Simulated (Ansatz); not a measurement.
HfN (P6_3/mmc), a film clamped to a substrate

All numbers below come from Ansatz, DFT r2SCAN, scalar-relativistic, plane waves, PAW. Settings: plane waves to 500 eV, k-mesh 18×18×10 (Γ-centred), Gaussian smearing 0.15 eV. Spin–orbit coupling is left out, which can shift energies with elements as heavy as these. No spin polarisation. Energies are free energies at this smearing, counted from the undisturbed cell; pressure is positive in compression.

The starting cell (relaxed at this level; this form isn't the usual structure):

```
Hf N
1.0
     3.14430    0.00000    0.00000
    -1.57215    2.72304    0.00000
     0.00000    0.00000    5.42524
Hf N
2 2
Direct
  0.66667 0.33333 0.75000
  0.33333 0.66667 0.25000
  0.00000 0.00000 0.00000
  0.00000 0.00000 0.50000
```

The cell (4 atoms, V0 = 46.45 Å³) is strained by p along both x and y and by q along z, fractional coordinates fixed. τp = (1/V0) ∂E/∂p = (σxx + σyy)(1 + p)(1 + q) and τq = (1/V0) ∂E/∂q = σzz(1 + p)², with tension positive.

```csv
p,q,ΔE (meV/atom),τp (GPa),τq (GPa)
0.000,0.000,0.00,0.17,-0.09
-0.015,0.000,11.59,-21.84,-4.27
0.015,0.000,11.29,20.31,3.39
0.000,-0.015,4.94,-3.74,-9.14
0.000,0.015,4.45,3.91,8.16
```

**Question.** Get the second derivatives of the energy density.

**Answer.** Central differences give A = ∂τp/∂p = 1405 GPa (C11 + C22 + 2 C12), C = ∂τq/∂q = 577 GPa (C33) and the cross term B = ∂τq/∂p = 255 GPa (C13 + C23); ∂τp/∂q = 255 GPa must equal B, and any difference shows higher-order terms. The ions are clamped.

**Question.** A film of this crystal grows with z along the normal on a substrate that imposes p. How does its thickness respond, and what does the misfit cost?

**Answer.** Count p and q from the stress-free cell. A free surface needs τq = 0, so q = −(B/C) p = -0.44 p. The energy density left is (A − B²/C) p²/2 = M p², with the biaxial modulus M = 646 GPa; a misfit of 1 % costs 4.68 meV/atom, against 5.09 meV/atom if the thickness were held.

At p = -0.030 the energies along q are 89.2 (q = -0.030), 63.3 (q = -0.015), 48.3 (q = 0.000), 43.4 (q = 0.015), 47.9 (q = 0.030) meV/atom.

**Question.** Does the linear rule hold at this misfit?

**Answer.** A parabola through the lowest point and its neighbours has its minimum at q = 0.015, 43.4 meV/atom. With the stress left in the starting cell, τp0 and τq0, linear elasticity gives q = −(τq0 + Bp)/C = 0.013 and E = V0(τp0 p + τq0 q + Ap²/2 + Bpq + Cq²/2)/N = 41.7 meV/atom. The two agree within a tenth in energy.

In a metal these slopes depend on the k mesh and the smearing.

The film thickens under in-plane compression, but this relaxation recovers little of the misfit energy: 4.68 against 5.09 meV/atom. The coupling between the basal plane and the normal is weak compared with the direct stiffnesses. This probably reflects directional Hf 5d–N 2p bonding, which resists the changes in bond angle needed to keep the volume constant.

Holding the fractional coordinates fixed costs nothing for these strains. They preserve the hexagonal symmetry, and every atom sits on a site without a free coordinate, so the biaxial modulus is also the relaxed-ion one. That would not hold for C11 and C12 separately, since unequal in-plane strain lets the sublattices shift.

At the larger compression the linear rule places the thickness well but underestimates the energy, 41.7 against 43.4 meV/atom. This fits the stresses, which rise faster in compression than in tension as short-range repulsion steepens. The positive curvatures show resistance to these two strains only, not stability against shear, phonons or transformation to the familiar rocksalt form.
